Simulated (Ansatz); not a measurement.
**AlAu under changes of volume**

One of the cells (16.755 Å³/atom); the others are scaled copies at fixed shape and fractional positions:

```xyz
2
Lattice="3.2239 0.0000 0.0000 0.0000 3.2239 0.0000 0.0000 0.0000 3.2239" Properties=species:S:1:pos:R:3 pbc="T T T"
Au    1.6120    1.6120    1.6120
Al    0.0000    0.0000    0.0000
```

The cell comes from a database or a generator and needn't be the stable form of this composition.

| Item | Value |
| --- | --- |
| Program | Ansatz 0.2.0 |
| Functional | PBEsol |
| Potentials or basis | Ansatz PAW |
| Cutoff | 420 eV (not typed: the program's choice for these potentials) |
| k mesh | 8 × 8 × 8 |
| Occupations | fermi-dirac, width 0.05 eV |
| Spin | no spin polarisation |

```csv
volume (Å³/atom),energy over the lowest point (meV/atom),pressure (GPa)
15.749,?,?
16.084,0.00,-0.6
16.419,3.66,-3.0
16.755,12.34,-5.2
17.090,25.31,-7.0
17.425,41.69,-8.5
17.760,60.76,-9.8
```

Question: What does the run at 15.749 Å³/atom give?

Answer: Energy over the lowest point 1.91 meV/atom; pressure 2.2 GPa.

Worked out: A Birch-Murnaghan fit of order 3 (a polynomial in V^(-2/3)) to the other rows has its minimum at 16.05 Å³/atom, just outside them, with B0 = V·E''(V) = 144 GPa (rough, since the energies scatter). It gives 2.56 meV/atom at 15.749 Å³/atom, against the run's 1.91, and -dE/dV = 2.9 GPa, against 2.2.

Energies are extrapolated to zero smearing.

Caveats: the PAW data sets come from PBE, with cores solved anew for the run's functional, which leaves a small shift of forces and pressure.
